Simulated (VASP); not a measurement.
A run of VASP 6.6.1:

POSCAR

```
Au
1.0
   -1.6790776720      1.6790776720      1.6790776720
    1.6790776720     -1.6790776720      1.6790776720
    1.6790776720      1.6790776720     -1.6790776720
Au
1
Cartesian
    0.0000000000      0.0000000000      0.0000000000
```

The input INCAR.step1:

```
SYSTEM = Au
  ALGO = Normal
  EDIFF = 1E-5
  ENCUT = 550
  GGA = PE
  ISIF = 2
  ISMEAR = 1
  LASPH = .TRUE.
  LCHARG = .FALSE.
  LREAL = .FALSE.
  LWAVE = .TRUE.
  NBANDS = 54
  NELM = 60
  PREC = Accurate
  SIGMA = 0.1
```

INCAR.step2

```
SYSTEM = Au
  AEXX = 0.25
  ALGO = Normal
  CSHIFT = 0.05
  EDIFF = 1E-6
  ENCUT = 550
  ISIF = 2
  ISMEAR = 1
  ISTART = 1
  LASPH = .TRUE.
  LCHARG = .FALSE.
  LHFCALC = .TRUE.
  LMIXTAU = .TRUE.
  LOPTICS = .TRUE.
  LREAL = .FALSE.
  LWAVE = .FALSE.
  METAGGA = SCAN
  NBANDS = 54
  NEDOS = 1000
  NELM = 60
  PREC = Accurate
  PRECFOCK = Fast
  SIGMA = 0.1
```

KPOINTS

```
k-points
0
G
  6 6 6
  0 0 0
```

Potentials or basis: VASP PAW PBE potentials, release 64 (Au_GW).

Launch:

```sh
$ cat potpaw_PBE.64/Au_GW/POTCAR > POTCAR
$ cp INCAR.step1 INCAR
$ mpirun -np 1 vasp_std > vasp.out
$ cp INCAR.step2 INCAR
$ mpirun -np 1 vasp_std > vasp.out
```

Hardware: 1 thread of Intel(R) Xeon(R) Platinum 8259CL CPU @ 2.50GHz (Skylake/Cascade Lake), with other jobs on the host.

Problem. Estimate the wall time of this run.

Solution. It took 36 min on 1 thread of Intel(R) Xeon(R) Platinum 8259CL CPU @ 2.50GHz (Skylake/Cascade Lake), on a shared host, peak memory 0.18 GiB. Counts: scf iterations 13, k points 16.
